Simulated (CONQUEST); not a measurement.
**InP under changes of volume**

One of the cells (25.167 Å³/atom); the others are scaled copies at fixed shape and fractional positions:

```xyz
4
Lattice="4.1444 0.0000 0.0000 0.0000 4.1444 0.0000 0.0000 0.0000 5.8610" Properties=species:S:1:pos:R:3 pbc="T T T"
In    0.0000    0.0000    0.0000
In    2.0722    2.0722    2.9305
P     0.0000    2.0722    1.4652
P     2.0722    0.0000    4.3957
```

* Program: CONQUEST 1.3
* Functional: PBE
* Potentials or basis: PseudoDojo NC PBE, DZP, grid of 40 × 40 × 60 points
* k mesh: 7 × 7 × 5
* Occupations: fermi-dirac, width 0.05 eV
* Spin: no spin polarisation

| volume (Å³/atom) | energy over the lowest point (meV/atom) | pressure (GPa) | gap on the mesh (eV) |
| --- | --- | --- | --- |
| 23.657 | 77.27 | 9.4 | 1.13 |
| 24.160 | 51.08 | 7.3 | 1.00 |
| 24.663 | 30.98 | 5.5 | 0.87 |
| 25.167 | 16.29 | 3.9 | 0.75 |
| 25.670 | 6.50 | 2.4 | 0.63 |
| 26.173 | ? | ? | ? |
| 26.677 | 0.00 | -0.1 | 0.40 |

Task: What does the run at 26.173 Å³/atom give?

Result: Energy over the lowest point 1.28 meV/atom; pressure 1.0 GPa; gap on the mesh 0.51 eV.

Worked out: A Birch-Murnaghan fit of order 3 (a polynomial in V^(-2/3)) to the other rows has its minimum at 26.59 Å³/atom with B0 = V·E''(V) = 63 GPa and B' = 4.2. It gives 1.24 meV/atom at 26.173 Å³/atom, against the run's 1.28, and -dE/dV = 1.0 GPa, against 1.0. A straight line through the other rows of the gap, of slope -6.07 eV per unit of ln V, gives 0.51 eV, against the run's 0.51.

Energies are extrapolated to zero smearing.

Caveats: spin-orbit coupling is left out, which moves the levels of the heavy elements; an odd mesh through Γ misses points on the zone boundary, where band edges often lie; the basis of atomic orbitals isn't converged, which shifts pressures, moduli and gaps; the real-space grid breaks the cell's symmetry a little (some runs).
